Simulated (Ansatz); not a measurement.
MgS: relaxation of cell and atoms

The calculation used DFT, PBE, PAW with Ansatz's default frozen-core files, scalar-relativistic in Ansatz 0.2.0.

Command: `ansatz run input.yaml --threads 1 --pin off --max-ram 2048MiB --backend cpu --events-out ev --progress --plain --runs-dir out` The run took about 15 s on 1 thread of a shared machine.

```yaml
crystal:
  lattice:
    - [0.0, 2.8227749299, 2.8227749299]
    - [2.8227749299, 0.0, 2.8227749299]
    - [2.8227749299, 2.8227749299, 0.0]
  atoms:
    - { symbol: Mg, position: [0.0, 0.0, 0.0] }
    - { symbol: S, position: [0.25, 0.25, 0.25] }
kpoints:
  mp_grid: { grid: [13, 13, 13] }
scf:
  occupations: { method: fermi_dirac, width: 0.05 }
hamiltonian:
  xc: pbe
  pseudopotentials: { kind: paw }
output:
  forces: true
  stress: true
relax:
  f_tol: 0.005
  max_steps: 80
  cell: {}
```

The cell is built from the zincblende type as a first guess.

The cutoff is 420 eV; energies and pressures of the walk include the program's estimate of the Pulay term.

Each frame lists the cell vectors (Å), then Cartesian positions (Å); symmetry keeps all forces zero. Free energies count from the first step, -2828.7147 eV.

The walk took 4 evaluations in all; steps that aren't listed are left out.

Step 1: E = 0.0 meV, P = 1.60 GPa

```
cell 0.0000 2.8228 2.8228 2.8228 0.0000 2.8228 2.8228 2.8228 0.0000
Mg    0.0000    0.0000    0.0000
S     1.4114    1.4114    1.4114
```

Step 2: E = -5.5 meV, P = 0.50 GPa

```
cell 0.0000 2.8402 2.8402 2.8402 0.0000 2.8402 2.8402 2.8402 0.0000
Mg    0.0000    0.0000    0.0000
S     1.4201    1.4201    1.4201
```

Question: How does the relaxation end?

Answer: It converges, with a = 5.697 Å, b = 5.697 Å, c = 5.697 Å, α = 90.00°, β = 90.00°, γ = 90.00° (conventional cell, space group F-43m). The last solve (on a basis chosen afresh for the final cell, so its energy is not quite comparable) gives E = -6.1 meV, P = 0.02 GPa:
```
cell 0.0000 2.8484 2.8484 2.8484 0.0000 2.8484 2.8484 2.8484 0.0000
Mg    0.0000    0.0000    0.0000
S     1.4242    1.4242    1.4242
```
